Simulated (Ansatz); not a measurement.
**Migration of H in BP**

Method: DFT PBE, scalar-relativistic, plane waves, PAW in Ansatz 0.2.0. Settings: 420 eV cutoff, 2×2×2 k-mesh, shifted by half a step, Gaussian smearing of 0.02 eV, no spin polarisation.

Host crystal, relaxed:

```
B P
1.0
     0.00000    2.27410    2.27410
     2.27410    0.00000    2.27410
     2.27410    2.27410    0.00000
B P
1 1
Cartesian
  0.0000 0.0000 0.0000
  1.1370 1.1370 1.1370
```

In a supercell of 32 host sites with charge -1, interstitial H hops to an equivalent place, moving 3.22 Å between the relaxed ends. Climbing-image nudged elastic band at fixed cell with images 0 (start) to 6 (end), the path measured over all atoms, converged to 0.05 eV/Å; the order of the saddle wasn't checked, and the small cell leaves errors of about a tenth of an eV. Zero-point motion and tunnelling, which matter for H, are left out.

Supercell rows in host cell vectors: 1 -3 1; 1 1 -3; 1 1 1. H was set at (0.500, 0.500, 0.500) of the host cell.

At the relaxed start H has 4 P at 1.93 Å, 6 B at 2.31 Å.

Task: What barrier does the band give, and what surrounds the atom at the top?

Result: 0.92 eV at image 2, where H has 3 B at 1.86 Å, 3 P at 1.95 Å.

Cost: 1 run of about 22 core-minutes, on Intel Xeon Platinum 8259CL (Skylake/Cascade Lake) (shared hosts).